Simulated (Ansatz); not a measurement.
**Work function of Nb(100): what the settings cost and change**

How thick a slab and how much vacuum does the work function of Nb(100) need?

Program: Ansatz 0.2.0. Level of theory: plane-wave DFT, PBE, Ansatz PAW. Results are calculated unless marked as measured.

Experimental background.

“Anisotropic work function of elemental crystals” (2019, arxiv:1902.07811) quotes from earlier work for Nb (clean (100) face, a compiled value): work function (clean (100) face, a compiled value) 3.97 eV.

This is a report of a sequence of runs, with most program output left out.

### Step 1. The starting structure

The cell holds 1 atom: 1 Nb. Its edges and angles: a = 3.300 Å, b = 3.300 Å, c = 18.000 Å, α = 90.0°, β = 90.0°, γ = 90.0°. Vacuum lies along c.

### Step 2. Run, setting 1 layer

A work function rests on the faint tail of the density, so the SCF threshold is tight. The slab grows from one layer, at fixed mesh and 18 Å of vacuum; then the vacuum is varied on one slab.

The input, input.yaml:

```yaml
crystal:
  lattice:
    - [3.3, 0.0, 0.0]
    - [0.0, 3.3, 0.0]
    - [0.0, 0.0, 18.0]
  atoms:
    - { symbol: Nb, position: [0.5, 0.5, 0.5] }
kpoints:
  mp_grid: { grid: [12, 12, 1] }
hamiltonian:
  xc: pbe
scf:
  occupations: { method: fermi_dirac, width: 0.1 }
  convergence: { dr2_threshold: 1.0e-09 }
efield:
  axis: 3
  dipole_correction: true
  ramp_position: 0.97
  ramp_width: 0.06
output:
  write_potential: true
  write_density: true
  volumetric_format: npy
  elf: true
```

On the command line:

```console
$ ansatz run input.yaml --threads 2 --pin off --max-ram 3072MiB --backend cpu --events-out ev --progress --plain --runs-dir out
```

Run time: 4.4 s. Hardware: 2 threads of Intel Xeon 6975P-C (Granite Rapids), shared host; peak memory 0.49 GiB; 7.3 s of CPU time.

This step gave:

```yaml
energy_at_zero_smearing: -4547.6381 eV
work_function_upper_face: 4.258 eV
```

Running mean over 1.65 Å of the planar mean; the ramp of the sawtooth is left out. Table of electron's electrostatic potential energy less the Fermi level by z:

z (Å), electron's electrostatic potential energy less the Fermi level (eV) and a bar from the least value:
```
      3.0       4.26 ##############################
      3.5       4.26 ##############################
      4.0       4.26 ##############################
      4.5       4.26 ##############################
      5.0       4.25 ##############################
      5.5       4.23 ##############################
      6.0       4.17 ##############################
      6.5       3.98 #############################
      7.0       3.44 ############################
      7.5       1.80 #########################
      8.0      -2.37 ################
      8.5      -7.52 #####
      9.0      -9.73 
      9.5      -7.52 #####
     10.0      -2.37 ################
     10.5       1.80 #########################
     11.0       3.44 ############################
     11.5       3.98 #############################
     12.0       4.17 ##############################
     12.5       4.23 ##############################
     13.0       4.25 ##############################
     13.5       4.26 ##############################
     14.0       4.26 ##############################
     14.5       4.26 ##############################
     15.0       4.26 ##############################
```

Electrostatic potential energy in the ca plane at fractional y = 0.500, with atoms of Nb within 0.2 Å of it. With pseudopotentials it is smooth inside the atoms' cores, unlike the true potential.

Ten even steps from '0' (-39 eV) to '9' (2 eV), each cell a mean:
```
99999999999999999999988899999999999999999999
99999999999999999998744689999999999999999999
99999999999999999997300058999999999999999999
99999999999999999986000037999999999999999999
99999999999999999986100048999999999999999999
99999999999999999998511378999999999999999999
99999999999999999999876789999999999999999999
99999999999999999999998999999999999999999999
```
Columns run along c (18.0 Å; values clipped at the 3rd and 97th percentile), rows up along a (3.3 Å). Atoms in or near the plane, at fractional coordinates: Nb at (0.50, 0.50).

ELF in the ca plane at fractional y = 0.500, with atoms of Nb within 0.2 Å of it. It is the smooth field of the valence electrons, not physical close to the nuclei.

Values, 5 rows by 16 columns, each cell a mean:
```
0.00 0.00 0.00 0.00 0.00 0.05 0.26 0.34 0.34 0.29 0.07 0.01 0.00 0.00 0.00 0.00
0.00 0.00 0.00 0.00 0.00 0.02 0.07 0.47 0.57 0.08 0.03 0.00 0.00 0.00 0.00 0.00
0.00 0.00 0.00 0.00 0.00 0.01 0.03 0.50 0.54 0.05 0.02 0.00 0.00 0.00 0.00 0.00
0.00 0.00 0.00 0.00 0.00 0.03 0.11 0.41 0.49 0.12 0.04 0.00 0.00 0.00 0.00 0.00
0.00 0.00 0.00 0.00 0.00 0.05 0.31 0.40 0.38 0.36 0.08 0.01 0.00 0.00 0.00 0.00
```
Columns run along c (18.0 Å), rows up along a (3.3 Å). Atoms in or near the plane, at fractional coordinates: Nb at (0.50, 0.50).

Valence density in the ca plane at fractional y = 0.500, with atoms of Nb within 0.2 Å of it. It is the smooth field of the valence electrons, not physical close to the nuclei.

Ten steps, logarithmic in the rise over the least value, from '0' (0.0 e/Å³) to '9' (4.9 e/Å³), each cell a mean:
```
00000000000000000012233321000000000000000000
00000000000000000012466531000000000000000000
00000000000000000013699852000000000000000000
00000000000000000014899962000000000000000000
00000000000000000013799952000000000000000000
00000000000000000012578741000000000000000000
00000000000000000012344421000000000000000000
00000000000000000011233321000000000000000000
```
Columns run along c (18.0 Å), rows up along a (3.3 Å). Atoms in or near the plane, at fractional coordinates: Nb at (0.50, 0.50).

The work function is 4.258 eV.

### Step 3. Run, 2 atoms

System of this step: Nb(100). The cell holds 2 atoms: 2 Nb. Its edges and angles: a = 3.300 Å, b = 3.300 Å, c = 19.650 Å, α = 90.0°, β = 90.0°, γ = 90.0°. Vacuum lies along c.

input.yaml, the sections that differ from step 2:

```yaml
crystal:
  lattice:
    - [3.3, 0.0, 0.0]
    - [0.0, 3.3, 0.0]
    - [0.0, 0.0, 19.65]
  atoms:
    - { symbol: Nb, position: [0.5, 0.5, 0.4580152672] }
    - { symbol: Nb, position: [0.0, 0.0, 0.5419847328] }
output:
  write_potential: true
  write_density: true
  volumetric_format: npy
# kpoints, hamiltonian, scf, efield: as in step 2
```

Elapsed: 8.2 s, on 2 threads; peak memory 0.48 GiB.

The work function is 3.883 eV, -0.375 eV from the run “1 layer”, at 1.9 times its CPU time.

### Step 4. Run, 3 atoms

System of this step: Nb(100). The cell holds 3 atoms: 3 Nb. Cell: a = 3.300 Å, b = 3.300 Å, c = 21.300 Å, α = 90.0°, β = 90.0°, γ = 90.0°. Vacuum lies along c.

input.yaml, the sections that differ from step 3:

```yaml
crystal:
  lattice:
    - [3.3, 0.0, 0.0]
    - [0.0, 3.3, 0.0]
    - [0.0, 0.0, 21.3]
  atoms:
    - { symbol: Nb, position: [0.0, 0.0, 0.4225352113] }
    - { symbol: Nb, position: [0.5, 0.5, 0.5] }
    - { symbol: Nb, position: [0.0, 0.0, 0.5774647887] }
# kpoints, hamiltonian, scf, efield, output: as in step 3
```

Run time: 12 s. Hardware: 2 threads; peak memory 0.51 GiB; 19 s of CPU time.

The work function is 3.659 eV, -0.224 eV from the run “2 layers”, at 1.4 times its CPU time.

### Step 5. Run, 4 atoms

System of this step: Nb(100). The cell holds 4 atoms: 4 Nb. Cell: a = 3.300 Å, b = 3.300 Å, c = 22.950 Å, α = 90.0°, β = 90.0°, γ = 90.0°. Vacuum lies along c.

input.yaml, the sections that differ from step 4:

```yaml
crystal:
  lattice:
    - [3.3, 0.0, 0.0]
    - [0.0, 3.3, 0.0]
    - [0.0, 0.0, 22.95]
  atoms:
    - { symbol: Nb, position: [0.5, 0.5, 0.3921568627] }
    - { symbol: Nb, position: [0.0, 0.0, 0.4640522876] }
    - { symbol: Nb, position: [0.5, 0.5, 0.5359477124] }
    - { symbol: Nb, position: [0.0, 0.0, 0.6078431373] }
# kpoints, hamiltonian, scf, efield, output: as in step 4
```

The job ended after 17 s (2 threads; peak memory 0.59 GiB; 31 s of CPU time).

The work function is 3.723 eV, +0.064 eV from the run “3 layers”, at 1.6 times its CPU time.

### Step 6. Slab, 5 atoms

System of this step: Nb(100). The cell holds 5 atoms: 5 Nb. Its edges and angles: a = 3.300 Å, b = 3.300 Å, c = 24.600 Å, α = 90.0°, β = 90.0°, γ = 90.0°. Vacuum lies along c.

input.yaml, the sections that differ from step 5:

```yaml
crystal:
  lattice:
    - [3.3, 0.0, 0.0]
    - [0.0, 3.3, 0.0]
    - [0.0, 0.0, 24.6]
  atoms:
    - { symbol: Nb, position: [0.0, 0.0, 0.3658536585] }
    - { symbol: Nb, position: [0.5, 0.5, 0.4329268293] }
    - { symbol: Nb, position: [0.0, 0.0, 0.5] }
    - { symbol: Nb, position: [0.5, 0.5, 0.5670731707] }
    - { symbol: Nb, position: [0.0, 0.0, 0.6341463415] }
# kpoints, hamiltonian, scf, efield, output: as in step 5
```

The job ended after 25 s (2 threads; peak memory 0.64 GiB).

The work function is 3.725 eV, +0.002 eV from the run “4 layers”, at 1.4 times its CPU time.

### Step 7. Slab, 6 atoms

System of this step: Nb(100). The cell holds 6 atoms: 6 Nb. Its edges and angles: a = 3.300 Å, b = 3.300 Å, c = 26.250 Å, α = 90.0°, β = 90.0°, γ = 90.0°. Vacuum lies along c.

input.yaml, the sections that differ from step 6:

```yaml
crystal:
  lattice:
    - [3.3, 0.0, 0.0]
    - [0.0, 3.3, 0.0]
    - [0.0, 0.0, 26.25]
  atoms:
    - { symbol: Nb, position: [0.5, 0.5, 0.3428571429] }
    - { symbol: Nb, position: [0.0, 0.0, 0.4057142857] }
    - { symbol: Nb, position: [0.5, 0.5, 0.4685714286] }
    - { symbol: Nb, position: [0.0, 0.0, 0.5314285714] }
    - { symbol: Nb, position: [0.5, 0.5, 0.5942857143] }
    - { symbol: Nb, position: [0.0, 0.0, 0.6571428571] }
# kpoints, hamiltonian, scf, efield, output: as in step 6
```

Run time: 30 s. Hardware: 2 threads; peak memory 0.73 GiB; 49 s of CPU time.

The work function is 3.725 eV, +0.000 eV from the run “5 layers”, at 1.2 times its CPU time.

### Step 8. Run, 8 atoms

System of this step: Nb(100). The cell holds 8 atoms: 8 Nb. Cell: a = 3.300 Å, b = 3.300 Å, c = 29.550 Å, α = 90.0°, β = 90.0°, γ = 90.0°. Vacuum lies along c.

input.yaml, the sections that differ from step 7:

```yaml
crystal:
  lattice:
    - [3.3, 0.0, 0.0]
    - [0.0, 3.3, 0.0]
    - [0.0, 0.0, 29.55]
  atoms:
    - { symbol: Nb, position: [0.5, 0.5, 0.3045685279] }
    - { symbol: Nb, position: [0.0, 0.0, 0.3604060914] }
    - { symbol: Nb, position: [0.5, 0.5, 0.4162436548] }
    - { symbol: Nb, position: [0.0, 0.0, 0.4720812183] }
    - { symbol: Nb, position: [0.5, 0.5, 0.5279187817] }
    - { symbol: Nb, position: [0.0, 0.0, 0.5837563452] }
    - { symbol: Nb, position: [0.5, 0.5, 0.6395939086] }
    - { symbol: Nb, position: [0.0, 0.0, 0.6954314721] }
# kpoints, hamiltonian, scf, efield, output: as in step 7
```

Wall time 45 s (2 threads); peak memory 0.93 GiB; 83 s of CPU time.

The work function is 3.735 eV, +0.010 eV from the run “6 layers”, at 1.7 times its CPU time.

### Step 9. Slab, 10 atoms

System of this step: Nb(100). The cell holds 10 atoms: 10 Nb. Its edges and angles: a = 3.300 Å, b = 3.300 Å, c = 32.850 Å, α = 90.0°, β = 90.0°, γ = 90.0°. Vacuum lies along c.

input.yaml, the sections that differ from step 8:

```yaml
crystal:
  lattice:
    - [3.3, 0.0, 0.0]
    - [0.0, 3.3, 0.0]
    - [0.0, 0.0, 32.85]
  atoms:
    - { symbol: Nb, position: [0.5, 0.5, 0.2739726027] }
    - { symbol: Nb, position: [0.0, 0.0, 0.3242009132] }
    - { symbol: Nb, position: [0.5, 0.5, 0.3744292237] }
    - { symbol: Nb, position: [0.0, 0.0, 0.4246575342] }
    - { symbol: Nb, position: [0.5, 0.5, 0.4748858447] }
    - { symbol: Nb, position: [0.0, 0.0, 0.5251141553] }
    - { symbol: Nb, position: [0.5, 0.5, 0.5753424658] }
    - { symbol: Nb, position: [0.0, 0.0, 0.6255707763] }
    - { symbol: Nb, position: [0.5, 0.5, 0.6757990868] }
    - { symbol: Nb, position: [0.0, 0.0, 0.7260273973] }
# kpoints, hamiltonian, scf, efield, output: as in step 8
```

It took 67 s on 2 threads; peak memory 1.1 GiB.

The work function is 3.734 eV, -0.001 eV from the run “8 layers”, at 1.5 times its CPU time.

### Step 10. Slab, 13 atoms

System of this step: Nb(100). The cell holds 13 atoms: 13 Nb. Cell: a = 3.300 Å, b = 3.300 Å, c = 37.800 Å, α = 90.0°, β = 90.0°, γ = 90.0°. Vacuum lies along c.

input.yaml, the sections that differ from step 9:

```yaml
crystal:
  lattice:
    - [3.3, 0.0, 0.0]
    - [0.0, 3.3, 0.0]
    - [0.0, 0.0, 37.8]
  atoms:
    - { symbol: Nb, position: [0.0, 0.0, 0.2380952381] }
    - { symbol: Nb, position: [0.5, 0.5, 0.2817460317] }
    - { symbol: Nb, position: [0.0, 0.0, 0.3253968254] }
    - { symbol: Nb, position: [0.5, 0.5, 0.369047619] }
    - { symbol: Nb, position: [0.0, 0.0, 0.4126984127] }
    - { symbol: Nb, position: [0.5, 0.5, 0.4563492063] }
    - { symbol: Nb, position: [0.0, 0.0, 0.5] }
    - { symbol: Nb, position: [0.5, 0.5, 0.5436507937] }
    - { symbol: Nb, position: [0.0, 0.0, 0.5873015873] }
    - { symbol: Nb, position: [0.5, 0.5, 0.630952381] }
    - { symbol: Nb, position: [0.0, 0.0, 0.6746031746] }
    - { symbol: Nb, position: [0.5, 0.5, 0.7182539683] }
    - { symbol: Nb, position: [0.0, 0.0, 0.7619047619] }
# kpoints, hamiltonian, scf, efield, output: as in step 9
```

Elapsed: 1.9 min, on 2 threads; peak memory 1.6 GiB.

The work function is 3.735 eV, +0.001 eV from the run “10 layers”, at 1.8 times its CPU time.

### Step 11. Slab, 7 atoms

System of this step: Nb(100). The cell holds 7 atoms: 7 Nb. Cell: a = 3.300 Å, b = 3.300 Å, c = 19.900 Å, α = 90.0°, β = 90.0°, γ = 90.0°. Vacuum lies along c.

input.yaml, the sections that differ from step 10:

```yaml
crystal:
  lattice:
    - [3.3, 0.0, 0.0]
    - [0.0, 3.3, 0.0]
    - [0.0, 0.0, 19.9]
  atoms:
    - { symbol: Nb, position: [0.0, 0.0, 0.2512562814] }
    - { symbol: Nb, position: [0.5, 0.5, 0.3341708543] }
    - { symbol: Nb, position: [0.0, 0.0, 0.4170854271] }
    - { symbol: Nb, position: [0.5, 0.5, 0.5] }
    - { symbol: Nb, position: [0.0, 0.0, 0.5829145729] }
    - { symbol: Nb, position: [0.5, 0.5, 0.6658291457] }
    - { symbol: Nb, position: [0.0, 0.0, 0.7487437186] }
# kpoints, hamiltonian, scf, efield, output: as in step 10
```

Run time: 25 s. Hardware: 2 threads; peak memory 0.67 GiB.

The work function is 3.705 eV. The program marks this work function as in doubt.

### Step 12. Run, 7 atoms

The cell differs from the one that the last finished run ended in (c 19.900 → 23.900 Å).

input.yaml, the sections that differ from step 11:

```yaml
crystal:
  lattice:
    - [3.3, 0.0, 0.0]
    - [0.0, 3.3, 0.0]
    - [0.0, 0.0, 23.9]
  atoms:
    - { symbol: Nb, position: [0.0, 0.0, 0.2928870293] }
    - { symbol: Nb, position: [0.5, 0.5, 0.3619246862] }
    - { symbol: Nb, position: [0.0, 0.0, 0.4309623431] }
    - { symbol: Nb, position: [0.5, 0.5, 0.5] }
    - { symbol: Nb, position: [0.0, 0.0, 0.5690376569] }
    - { symbol: Nb, position: [0.5, 0.5, 0.6380753138] }
    - { symbol: Nb, position: [0.0, 0.0, 0.7071129707] }
# kpoints, hamiltonian, scf, efield, output: as in step 11
```

Wall time 28 s (2 threads); peak memory 0.71 GiB.

The work function is 3.723 eV, +0.018 eV from the run “7 layers, 10 Å of vacuum”, at 1.2 times its CPU time.

### Step 13. Run, 7 atoms (run 2)

The cell differs from the one that the last finished run ended in (c 23.900 → 35.900 Å).

input.yaml, the sections that differ from step 12:

```yaml
crystal:
  lattice:
    - [3.3, 0.0, 0.0]
    - [0.0, 3.3, 0.0]
    - [0.0, 0.0, 35.9]
  atoms:
    - { symbol: Nb, position: [0.0, 0.0, 0.3621169916] }
    - { symbol: Nb, position: [0.5, 0.5, 0.4080779944] }
    - { symbol: Nb, position: [0.0, 0.0, 0.4540389972] }
    - { symbol: Nb, position: [0.5, 0.5, 0.5] }
    - { symbol: Nb, position: [0.0, 0.0, 0.5459610028] }
    - { symbol: Nb, position: [0.5, 0.5, 0.5919220056] }
    - { symbol: Nb, position: [0.0, 0.0, 0.6378830084] }
# kpoints, hamiltonian, scf, efield, output: as in step 12
```

Wall time 43 s (2 threads); peak memory 0.98 GiB; 83 s of CPU time.

The work function is 3.723 eV, +0.000 eV from the run “7 layers, 14 Å of vacuum”, at 1.5 times its CPU time.

### Step 14. The series together

Times are for 2 threads of Intel Xeon 6975P-C (Granite Rapids), shared host. The series side by side:

| no. | setting | work function, upper face (eV) | time | memory (GiB) |
| --- | --- | --- | --- | --- |
| 1 | 1 layer | 4.258 | 4.4 s | 0.49 |
| 2 | 2 layers | 3.883 | 8.2 s | 0.48 |
| 3 | 3 layers | 3.659 | 12 s | 0.51 |
| 4 | 4 layers | 3.723 | 17 s | 0.59 |
| 5 | 5 layers | 3.725 | 25 s | 0.64 |
| 6 | 6 layers | 3.725 | 30 s | 0.73 |
| 7 | 8 layers | 3.735 | 45 s | 0.93 |
| 8 | 10 layers | 3.734 | 67 s | 1.1 |
| 9 | 13 layers | 3.735 | 1.9 min | 1.6 |
| 10 | 7 layers, 10 Å of vacuum | 3.705 | 25 s | 0.67 |
| 11 | 7 layers, 14 Å of vacuum | 3.723 | 28 s | 0.71 |
| 12 | 7 layers, 26 Å of vacuum | 3.723 | 43 s | 0.98 |

### Step 15. Varying the input

System of this step: Nb(100) monolayer. The cell holds 1 atom: 1 Nb. Cell: a = 3.300 Å, b = 3.300 Å, c = 18.000 Å, α = 90.0°, β = 90.0°, γ = 90.0°. Vacuum lies along c.

An input spoilt on purpose, to show how the run answers: it repeats the earlier run “1 layer” with efield.amplitude to 0 and efield.dipole_correction from true to false, and scf.max_iter set to 75; its output block differs too.

input.yaml, the sections that differ from step 13:

```yaml
crystal:
  lattice:
    - [3.3, 0.0, 0.0]
    - [0.0, 3.3, 0.0]
    - [0.0, 0.0, 18.0]
  atoms:
    - { symbol: Nb, position: [0.5, 0.5, 0.5] }
scf:
  occupations: { method: fermi_dirac, width: 0.1 }
  convergence: { dr2_threshold: 1.0e-09 }
  max_iter: 75
efield:
  axis: 3
  dipole_correction: false
  ramp_position: 0.97
  ramp_width: 0.06
  amplitude: 0
# kpoints, hamiltonian, output: as in step 13
```

Elapsed: 0.03 s, on 2 threads; peak memory 0.06 GiB.

The input was rejected at the start.

The program's message: “Error: invalid value for `efield.amplitude`: is zero with dipole_correction: false — the section would apply nothing; set a non-zero amplitude, enable dipole_correction, or remove the block”

The fault put into the input: a field block that applies nothing.

### Step 16. What came out

| Quantity | Value |
| --- | --- |
| work function, 1 layer | 4.258 eV |
| work function, 3 layers | 3.659 eV |
| work function, 6 layers | 3.725 eV |
| work function, 13 layers | 3.735 eV |

The thickest slab gives 3.74 eV, and the settings tried spread the value from 3.66 to 4.26 eV. At 18 Å of vacuum, the slabs from 4 layers on stay within 0.02 eV of the thickest. Going from 10 to 26 Å of vacuum moves it by 0.018 eV. The program marks the value as in doubt in “7 layers, 10 Å of vacuum”. The ladder's slabs use the tabulated experimental lattice constant (two decimals; a low-temperature value for the alkali metals). This open face is not relaxed here, and relaxation moves such faces by up to a few tenths of an eV. In 2 runs of the series (7 layers, 10 Å of vacuum and 7 layers, 14 Å of vacuum) the program warns that electrons reach the sawtooth's ramp, which makes dipole and work function less sure.

Calculation against experiment:

| quantity | measured | 13 layers |
| --- | --- | --- |
| work function (clean (100) face, a compiled value) (eV) | 3.97 | 3.74 (-0.23 eV) |

Measured values from arxiv:1902.07811 (2019).

**Verdict.** The work function is off by -0.23 eV: fair agreement. The grades are ours: good and fair within 3 and 7 % for the work function. No cell relaxation is part of this session.

[Logs are printed without paths, hosts, clocks, repeated set-up lines and the standing remarks that a program may print on its own settings, such as how far it seeks lower states.]

[Hosts, paths, dates, database ids (printed as entryN), source tags and the programs' standing remarks are cut or masked in the printed files.]

[Maps of the electrostatic potential energy from Ansatz leave out the sawtooth potential of an applied field or a dipole correction, so their vacuum need not be flat; planar profiles and work functions include it.]
